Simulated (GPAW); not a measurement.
# GaP (F-43m) in GPAW: notebook

The runs below take GaP through band structure, equation of state, with PBE, TASK, OLYP.

Program: GPAW 26.7.0. These are calculated values, not measurements. Logs are shortened: lines on timing, memory, paths and dates and some standing lists are left out, and cuts for length are marked. The log counts tension as positive stress, the text compression.

**Experimental background.**

“Stacking defects in GaP nanowires: Electronic structure and optical properties”, 2018, arxiv:1810.01194 quotes, for a bulk crystal of GaP at 10 K: band gap 2.34 eV (indirect).

The runs below are set against these values where they give the same quantity.

## 1. The crystal as given

It takes space group F-43m (No. 216, cubic). Conventional cell: a = 5.451 Å, b = 5.451 Å, c = 5.451 Å, α = 90.00°, β = 90.00°, γ = 90.00°. Ga (site symmetry -43m) is surrounded by 4 P at 2.36 Å. Around P (site symmetry -43m) lie 4 Ga at 2.36 Å.

## 2. Band structure, PBE

run.py reads:

```python
from ase import Atoms
from ase.dft.bandgap import bandgap
from ase.io import write
from gpaw import GPAW

atoms = Atoms(['Ga', 'P'],
              cell=[[0.0, 2.72525, 2.72525],
                    [2.72525, 0.0, 2.72525],
                    [2.72525, 2.72525, 0.0]],
              scaled_positions=[[0.0, 0.0, 0.0],
                                [0.75, 0.75, 0.75]],
              pbc=True)

calc = GPAW(mode='fd',
            h=0.2,
            xc='PBE',
            kpts={'size': (8, 8, 8), 'gamma': True},
            occupations={'name': 'fermi-dirac', 'width': 0.05},
            nbands=11,
            convergence={'density': 1e-05, 'energy': 1e-05},
            maxiter=150,
            txt='gpaw.txt')
atoms.calc = calc
energy = atoms.get_potential_energy()
forces = atoms.get_forces()
calc.write('gs.gpw')
write('result.traj', atoms)
print(f'Energy: {energy:.6f} eV')
print('Forces (eV/A):')
print(forces.round(4))
print('Fermi level:', round(calc.get_fermi_level(), 4), 'eV')
print(f'Gap: {bandgap(calc)[0]:.4f} eV, direct: {bandgap(calc, direct=True)[0]:.4f} eV')

path = atoms.cell.bandpath('GXWKGLUWLK,UX', npoints=80, eps=1e-4)
bs_calc = calc.fixed_density(kpts=path, symmetry='off', nbands=21,
                             convergence={'bands': 'CBM+6.0', 'eigenstates': 1e-6}, txt='bands.txt')
bs = bs_calc.band_structure()
bs.write('bs.json')
print(f'Gap on the path: {bandgap(bs_calc)[0]:.4f} eV')
```

Potentials or basis: GPAW PAW data sets (gpaw-data 1.2.1), fd.

Launch:

```console
$ OMP_NUM_THREADS=1 python run.py
```

gpaw.txt:

```text
__  _  _
 | _ |_)|_||  |
 |__||  | ||/\| - 26.7.0

Input parameters:
  mode=FD(),
  convergence={'density': 1e-05, 'energy': 1e-05},
  h=0.2,
  kpts=MonkhorstPack(size=(8, 8, 8), gamma=True),
  maxiter=150,
  nbands=11,
  occupations=Occupations(name='fermi-dirac', width=0.05),
  xc=XC(name='PBE')

Diagonalizing LCAO Hamiltonian
Converting LCAO to fd mode

                    P

       Ga

Atoms  # Å, Bohr magnetons
|   | symbol |        x |        y |        z |    initial magnetic moments |
|---|--------|----------|----------|----------|-----------------------------|
| 0 |     Ga | 0.000000 | 0.000000 | 0.000000 | ( 0.0000,  0.0000,  0.0000) |
| 1 |      P | 4.087875 | 4.087875 | 4.087875 | ( 0.0000,  0.0000,  0.0000) |

Unit cell  # Å
| periodic |        x |        y |        z |  lengths |    angles |
|----------|----------|----------|----------|----------|-----------|
|      yes | 0.000000 | 2.725250 | 2.725250 | 3.854086 | 60.000000 |
|      yes | 2.725250 | 0.000000 | 2.725250 | 3.854086 | 60.000000 |
|      yes | 2.725250 | 2.725250 | 0.000000 | 3.854086 | 60.000000 |

Number of symmetries: 24
Symmetry operations  # r_c * U_cc + t_c -> r_c
|    | kind |            matrix            |
|----|------|------------------------------|
|  0 |  E   |  1, 0, 0,  0, 1, 0,  0, 0, 1 |
|  1 |  σ   |  1, 0, 0,  0, 0, 1,  0, 1, 0 |
|  2 |  σ   |  1, 0,-1,  0, 1,-1,  0, 0,-1 |
|  3 |  C3  |  1, 0,-1,  0, 0,-1,  0, 1,-1 |
|  4 |  C3  |  1,-1, 0,  0,-1, 1,  0,-1, 0 |
|  5 |  σ   |  1,-1, 0,  0,-1, 0,  0,-1, 1 |
|  6 |  σ   |  0, 1, 0,  1, 0, 0,  0, 0, 1 |
|  7 |  C3  |  0, 1, 0,  0, 0, 1,  1, 0, 0 |
|  8 |  C2  |  0, 1,-1,  1, 0,-1,  0, 0,-1 |
|  9 |  S4  |  0, 1,-1,  0, 0,-1,  1, 0,-1 |
| 10 |  C3  |  0, 0, 1,  1, 0, 0,  0, 1, 0 |
| 11 |  σ   |  0, 0, 1,  0, 1, 0,  1, 0, 0 |
| 12 |  S4  |  0, 0,-1,  1, 0,-1,  0, 1,-1 |
| 13 |  C3  |  0, 0,-1,  0, 1,-1,  1, 0,-1 |
| 14 |  S4  |  0,-1, 1,  1,-1, 0,  0,-1, 0 |
| 15 |  C2  |  0,-1, 1,  0,-1, 0,  1,-1, 0 |
| 16 |  C3  |  0,-1, 0,  1,-1, 0,  0,-1, 1 |
| 17 |  S4  |  0,-1, 0,  0,-1, 1,  1,-1, 0 |
| 18 |  S4  | -1, 1, 0, -1, 0, 1, -1, 0, 0 |
| 19 |  C3  | -1, 1, 0, -1, 0, 0, -1, 0, 1 |
| 20 |  C3  | -1, 0, 1, -1, 1, 0, -1, 0, 0 |
| 21 |  S4  | -1, 0, 1, -1, 0, 0, -1, 1, 0 |
| 22 |  σ   | -1, 0, 0, -1, 1, 0, -1, 0, 1 |
| 23 |  C2  | -1, 0, 0, -1, 0, 1, -1, 1, 0 |

BZ-sampling:
  Number of BZ points: 512
  Number of IBZ points: 29

  Monkhorst-Pack size: [8, 8, 8]
  Monkhorst-Pack shift: [0.0625, 0.0625, 0.0625]

K-points  # in reciprocal-cell coordinates
|     |                                coordinates |     weight |
|-----|--------------------------------------------|------------|
|   0 | (  0.00000000,   0.00000000,   0.00000000) | 0.00195312 |
|   1 | (  0.12500000,   0.12500000,   0.00000000) | 0.01171875 |
|   2 | (  0.12500000,   0.12500000,   0.12500000) | 0.01562500 |
|   3 | (  0.25000000,   0.12500000,   0.12500000) | 0.02343750 |
|   4 | (  0.25000000,   0.25000000,   0.00000000) | 0.01171875 |
|   5 | (  0.25000000,   0.25000000,   0.12500000) | 0.04687500 |
|   6 | (  0.25000000,   0.25000000,   0.25000000) | 0.01562500 |
|   7 | (  0.37500000,   0.25000000,  -0.37500000) | 0.04687500 |
|   8 | (  0.37500000,   0.25000000,   0.12500000) | 0.04687500 |
|   9 | (  0.37500000,   0.25000000,   0.25000000) | 0.04687500 |
| ... |                                            |            |
|  28 | (  0.50000000,   0.50000000,   0.50000000) | 0.00781250 |

Uniform wave function grid shape: (np.int64(16), np.int64(16), np.int64(16))
Spin-components: 1 (collinear spins)
Bands:           11
Projectors:      10
Spin-degeneracy: 2
Datatype:        complex128

Parallelization:
  kpt:    1
  domain: 1
  band:   1

Density:
  Valence electrons: 8.0
  Components: 1
  Grid points: [16 16 16]
  Charge: 0.0  # |e|

Potential:
  Grid points: [16 16 16]

species:
  Ga:
    name:    Gallium
    Z:       31.0
    valence: 3
    core:    28
    charge:  0.0  # [|e|]
    compensation charges:
      type: gauss
      rc: 0.37  # [Å]
      lmax: 2
    cutoffs:
      filter: 2.06  # [Å]
      core: 4.17  # [Å]
    projectors
    | kind |    occ | energy [eV] | rcut [Å] |
    |------|--------|-------------|----------|
    |   4s |  2.000 |      -8.945 |    1.164 |
    |   4p |  1.000 |      -2.580 |    1.164 |
    |    s |        |      18.266 |    1.164 |
    |    p |        |      24.631 |    1.164 |
    |    d |        |       0.000 |    1.164 |

    Using partial waves for Ga as LCAO basis

  P:
    name:    Phosphorus
    Z:       15.0
    valence: 5
    core:    10
    charge:  0.0  # [|e|]
    compensation charges:
      type: gauss
      rc: 0.30  # [Å]
      lmax: 2
    cutoffs:
      filter: 1.69  # [Å]
      core: 1.81  # [Å]
    projectors
    | kind |    occ | energy [eV] | rcut [Å] |
    |------|--------|-------------|----------|
    |   3s |  2.000 |     -13.968 |    0.953 |
    |   3p |  3.000 |      -5.506 |    0.953 |
    |    s |        |      13.244 |    0.953 |
    |    p |        |      21.705 |    0.953 |
    |    d |        |       0.000 |    0.953 |

    Using partial waves for P as LCAO basis

Reference energy: -62187.585188  # eV

eigensolver:
  PPCG
  Converge bands: occupied
  niter=2

density mixing:
  MSR1-Mixer
  Pratt-step length: 0.05
  Maximum mixing coefficient: 0.75
  Old densities: 10
  SVD Regularization: 0.005
  Good broyden scale: 1.0
  Trust region scale: 1.0
  Backstep threshold: 4.0
  History deletion threshold: 6.0
  Fourier metric: weight=20.0, sigma=0.015

occupation numbers:
  Fermi-Dirac:
    width: 0.0500  # eV

FastPoissonSolver using
    Stencil: 12*3+1=37 point O(h^6) finite-difference Laplacian
    FFT axes: [np.int64(0), np.int64(1), np.int64(2)]
    FST axes: []

xc functional:
  name: PBE with 2 nearest neighbor stencil
interpolation: tri-quintic # 5. degree polynomial

convergence criteria:
- Maximum integral of absolute [dens]ity change: 1e-05 electrons / valence electron
- Maximum [total energy] change in last 3 cyles: 1e-05 eV / valence electron
- Maximum integral of absolute [eigenst]ate change: 4e-08 eV^2 / valence electron
maximum number of iterations: 150

SCF iterations
|iter     | |      energy | eigst |  dens |
|---------|-|-------------|-------|-------|
|iter:   1| |   -9.171154 | +0.39 |       |
|iter:   2| |   -9.158523 | -0.98 | -0.84 |
|iter:   3| |   -9.008990 | -1.33 | -0.87 |
|iter:   4| |   -9.011478 | -2.33 | -1.54 |
|iter:   5| |   -9.012770 | -3.44 | -2.06 |
|iter:   6| |   -9.012775 | -4.55 | -3.08 |
|iter:   7| |   -9.012777c| -5.59 | -3.46 |
|iter:   8| |   -9.012777c| -6.57 | -4.48 |
|iter:   9| |   -9.012777c| -7.55c| -4.88 |
|iter:  10| |   -9.012777c| -8.00c| -5.61c|

Converged in 10 steps
Energy contributions relative to reference atoms: (reference = -62187.585188)

Energy contributions:
  Kinetic:          24.548072
  Coulomb:         -21.543614
  Zero:              0.037297
  External:          0.000000
  Xc:              -12.054532
  Entropy:          -0.000000
  Spinorbit:         0.000000
  ----------------------------
  Free energy:      -9.012777
  Extrapolated:     -9.012777

dipole moment: (-10.792781, -10.792781, -10.792781)  # |e|*Ang

Fermi level: 5.757
Eigenvalues  # (at kpt = [0.000, 0.000, 0.000])
| band index |      eig [eV] | occ [0-2] |
|------------|---------------|-----------|
|          0 |        -7.508 |     2.000 |
|          1 |         4.953 |     2.000 |
|          2 |         4.953 |     2.000 |
|          3 |         4.953 |     2.000 |
|          4 |         6.851 |     0.000 |
|          5 |         8.883 |     0.000 |
|          6 |         8.883 |     0.000 |
|          7 |         8.883 |     0.000 |
|          8 |        13.832 |     0.000 |
|          9 |        14.650 |     0.000 |
|         10 |        14.969 |     0.000 |

Gap: 1.668 eV
Transition (v -> c):
  (s=0, k=0, n=3, [0.00, 0.00, 0.00]) -> (s=0, k=24, n=4, [0.50, 0.50, 0.00])
Direct/indirect transitions are different
Direct gap: 1.898 eV
Transition at: (s=0, k=0, n=3, [0.00, 0.00, 0.00])

Forces  # eV/Ang
|       x |        y |        z |
|---------|----------|----------|
| 0.00000 | -0.00000 |  0.00000 |  # Ga   0
| 0.00000 | -0.00000 | -0.00000 |  # P    1

# Writing to gs.gpw (mode='')
```

Run time: 62 s. Hardware: 1 thread of Arm Neoverse V1, shared host; peak memory 0.34 GiB.

Results:

```yaml
Free_energy: -9.0128 eV
Band_gap_on_the_k_mesh: 1.67 eV, indirect (least direct gap 1.90 eV)
Band_gap_along_the_path: 1.62 eV, indirect (least direct gap 1.90 eV)
```

Levels at the corners of the path, in eV from the valence-band top:
```csv
point,band 2,band 3,band 4,band 5,band 6,band 7
Γ,0.00,0.00,0.00,1.90,3.93,3.93
X,-6.72,-2.66,-2.66,1.67,1.85,10.64
W,-6.49,-3.59,-3.40,4.73,4.92,6.16
K,-6.50,-3.93,-2.24,2.22,4.84,8.28
Γ,0.00,0.00,0.00,1.90,3.93,3.93
L,-6.60,-1.11,-1.11,1.73,4.75,4.75
U,-6.50,-3.93,-2.24,2.22,4.84,8.28
W,-6.49,-3.59,-3.40,4.73,4.92,6.16
L,-6.60,-1.11,-1.11,1.73,4.75,4.75
K,-6.50,-3.93,-2.24,2.22,4.84,8.28
U,-6.50,-3.93,-2.24,2.22,4.84,8.28
X,-6.72,-2.66,-2.66,1.67,1.85,10.64
```

Caveat: the real-space grid adds noise to forces.

(Continued in part 2 of 2.)
